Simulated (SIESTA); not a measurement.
Runs of SIESTA 5.4.2 on NiO. It takes space group Fm-3m (No. 225, cubic). Conventional cell: a = 4.172 Å, b = 4.172 Å, c = 4.172 Å, α = 90.00°, β = 90.00°, γ = 90.00°. Ni (site symmetry m-3m) is surrounded by 6 O at 2.09 Å. Around O (site symmetry m-3m) lie 6 Ni at 2.09 Å. 

```csv
task,level,potentials or basis,k mesh,gap on the mesh (eV),pressure (GPa),moment (μB),V0 of scaled cells (Å³/atom),B0 (GPa)
band structure,PBE,"PseudoDojo 0.4 standard (PBE files), DZ (energy shift 0.002 Ry)",11 × 11 × 11,none,(b),1.78,-,-
band structure,PBEsol,"PseudoDojo 0.4 standard (PBEsol files), TZP (energy shift 0.002 Ry)",8 × 8 × 8,none,-9.8,(a),-,-
equation of state,PBE,"PseudoDojo 0.4 standard (PBE files), DZ (energy shift 0.002 Ry)",8 × 8 × 8,-,-,-,9.29,209
equation of state,PBE,"PseudoDojo 0.4 standard (PBE files), SZ (energy shift 0.002 Ry)",8 × 8 × 8,-,-,-,(c),189
```

Alike in all rows: spin collinear, ferromagnetic start; cell as given; smearing fermi-dirac 0.05 eV; grid cutoff 800 Ry; energy shift 0.002 Ry.

Task: Fill in the values left out.

Result: (a) 1.11; (b) 4.3; (c) 9.53.

Caveats: the basis of atomic orbitals isn't converged, which shifts pressures, moduli and gaps; the basis has no polarisation orbitals (some runs); semicore shells carry a single zeta, which can move pressures by several GPa and volumes by a few percent (some runs); a cell with one magnetic atom can't hold antiferromagnetic order, which such compounds often take (some runs); semilocal functionals often make such compounds metallic where correlation or magnetic order opens a gap, which also shifts bond lengths (some runs); short orbitals over semicore shells can move pressures by several GPa (some runs).

A gap of «none» marks a metal or a gap under the smearing width.
